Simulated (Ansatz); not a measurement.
The cell is AlAs (zincblende); cell and atoms were relaxed with r2SCAN. It is cubic, F-43m (No. 216); conventional cell a = 5.678 Å, 22.88 Å³ an atom. Around Al lie 4 As at 2.46 Å; around As lie 4 Al at 2.46 Å.

```
CELL_PARAMETERS angstrom
0.00000 2.83892 2.83892
2.83892 0.00000 2.83892
2.83892 2.83892 0.00000
ATOMIC_POSITIONS crystal
Al 0.00000 0.00000 0.00000
As 0.25000 0.25000 0.25000
```

4 runs of the plane-wave code Ansatz on this cell differ in the functional (and in the settings that go with it). Levels are in eV from each run's valence top; v1 is the last filled band, c1 the first empty one.

Run A, mean stress +0.1 GPa (compression positive):
```tsv
point	v2	v1	c1	c2
Γ	0.00	0.00	3.51	5.83
X	-2.39	-2.39	2.75	3.66
U	-3.75	-1.98	3.61	6.52
L	-0.91	-0.91	3.55	6.23
W	-3.49	-3.08	5.78	7.33
```

Run B, mean stress +0.2 GPa (compression positive):
```tsv
point	v2	v1	c1	c2
Γ	0.00	0.00	2.88	5.14
X	-2.35	-2.35	2.09	2.99
U	-3.67	-1.95	2.94	5.82
L	-0.89	-0.89	2.89	5.53
W	-3.42	-3.01	5.08	6.60
```

Run C, mean stress 0.0 GPa (compression positive):
```tsv
point	v2	v1	c1	c2
Γ	0.00	0.00	2.63	4.71
X	-2.22	-2.22	1.81	2.69
U	-3.46	-1.84	2.64	5.43
L	-0.84	-0.84	2.62	5.11
W	-3.23	-2.85	4.72	6.14
```

Run D, mean stress +1.9 GPa (compression positive):
```tsv
point	v2	v1	c1	c2
Γ	0.00	0.00	1.98	4.29
X	-2.15	-2.15	1.46	2.30
U	-3.37	-1.78	2.25	4.96
L	-0.82	-0.82	2.12	4.69
W	-3.13	-2.78	4.33	5.60
```

Question: Match the runs to PBE, r2SCAN, HSE06, PBE0.

Answer: A is PBE0, B is HSE06, C is r2SCAN, D is PBE. In order of the gap: PBE 1.46, r2SCAN 1.81, HSE06 2.09, PBE0 2.75 eV.

No spin polarisation and no zero-point or thermal motion.

Spin-orbit coupling is left out.

The stress of a hybrid is loosely converged in these runs.

The meshes of the hybrids are coarse, so their gaps aren't converged to the digits shown.
